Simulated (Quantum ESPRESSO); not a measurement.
K:

```
CELL_PARAMETERS angstrom
0.00000 3.39187 3.39187
3.39187 0.00000 3.39187
3.39187 3.39187 0.00000
ATOMIC_POSITIONS crystal
K 0.00000 0.00000 0.00000
```

This isn't the form of K at room conditions, which is bcc.

| Property | Result |
| --- | --- |
| Program | Quantum ESPRESSO 7.5 |
| Task | phonons and electron-phonon coupling |
| Functional | PBE |
| Potentials or basis | GBRV 1.5 PBE |
| Cutoff | 612 eV |
| Density cutoff | 4898 eV |
| k mesh | 8 × 8 × 8 |
| Occupations | methfessel-paxton, width 0.272 eV |
| Spin | no spin polarisation |
| Mixing beta | 0.5 |
| Most SCF iterations | 120 |
| SCF threshold | 2e-10 Ry |
| q mesh | 4 × 4 × 4 |

The cell and the atoms were relaxed first, to 72.85 Å³/atom (a = 4.688 Å, b = 4.688 Å, c = 4.688 Å, α = 60.00°, β = 60.00°, γ = 60.00°), and the response was taken there.

Levels for the coupling come from a 24 × 24 × 24 mesh; ten broadenings of the double delta from 0.07 to 0.68 eV; Tc from the McMillan formula in the Allen-Dynes form.

Task: How strong is the electron-phonon coupling, and what superconducting temperature follows?

Result: Over broadenings from 0.27 to 0.54 eV, λ lies between 0.12 and 0.13 and ω_log near 80 K, which gives Tc from 0.0 to 0.0 K at μ* = 0.10 and from 0.0 to 0.0 K at μ* = 0.13.

Electron-phonon coupling by broadening of the double delta (levels on a 24 × 24 × 24 mesh):
```csv
broadening (eV),λ,N(E_F) (states/eV a spin and cell),ω_log (K),"Tc, μ* 0.10 (K)","Tc, μ* 0.13 (K)"
0.07,0.15,0.411,91,0.0,0.0
0.14,0.12,0.394,82,0.0,0.0
0.20,0.12,0.388,80,0.0,0.0
0.27,0.12,0.388,80,0.0,0.0
0.34,0.12,0.387,80,0.0,0.0
0.41,0.12,0.387,80,0.0,0.0
0.48,0.12,0.387,80,0.0,0.0
0.54,0.13,0.386,80,0.0,0.0
0.61,0.13,0.386,79,0.0,0.0
0.68,0.13,0.386,79,0.0,0.0
```

The same from a weighted sum over the computed q points, without interpolation:
| broadening (eV) | λ | ω_log (K) | Tc, μ* 0.10 (K) | Tc, μ* 0.13 (K) |
| --- | --- | --- | --- | --- |
| 0.07 | 0.15 | 88 | 0.0 | 0.0 |
| 0.14 | 0.12 | 87 | 0.0 | 0.0 |
| 0.20 | 0.11 | 86 | 0.0 | 0.0 |
| 0.27 | 0.12 | 86 | 0.0 | 0.0 |
| 0.34 | 0.12 | 86 | 0.0 | 0.0 |
| 0.41 | 0.12 | 86 | 0.0 | 0.0 |
| 0.48 | 0.12 | 85 | 0.0 | 0.0 |
| 0.54 | 0.12 | 85 | 0.0 | 0.0 |
| 0.61 | 0.12 | 85 | 0.0 | 0.0 |
| 0.68 | 0.12 | 84 | 0.0 | 0.0 |

Coupling and linewidth of each mode at the computed q points (broadening 0.27 eV):
```csv
q,cm⁻¹,λ of the modes,linewidths (GHz)
"(0.00, 0.00, 0.25)",22 22 55,0.01 0.01 0.10,0 0 1
"(0.00, 0.00, -0.50)",32 32 79,0.00 0.00 0.09,0 0 3
"(0.00, 0.25, 0.25)",39 39 53,0.01 0.01 0.14,0 0 2
"(0.00, 0.25, -0.50)",45 54 74,0.01 0.03 0.07,0 0 2
"(0.00, 0.25, -0.25)",31 57 67,0.01 0.02 0.09,0 0 2
"(0.00, -0.50, -0.50)",55 55 80,0.01 0.01 0.06,0 0 2
"(0.25, -0.50, -0.25)",51 69 69,0.03 0.03 0.03,0 1 1
```

The smallest broadenings aren't converged on these meshes, and μ* is assumed, not computed; spin fluctuations are left out.

Caveat: λ from interpolated matrix elements is rough: modes that symmetry makes equal can differ by tens of percent.
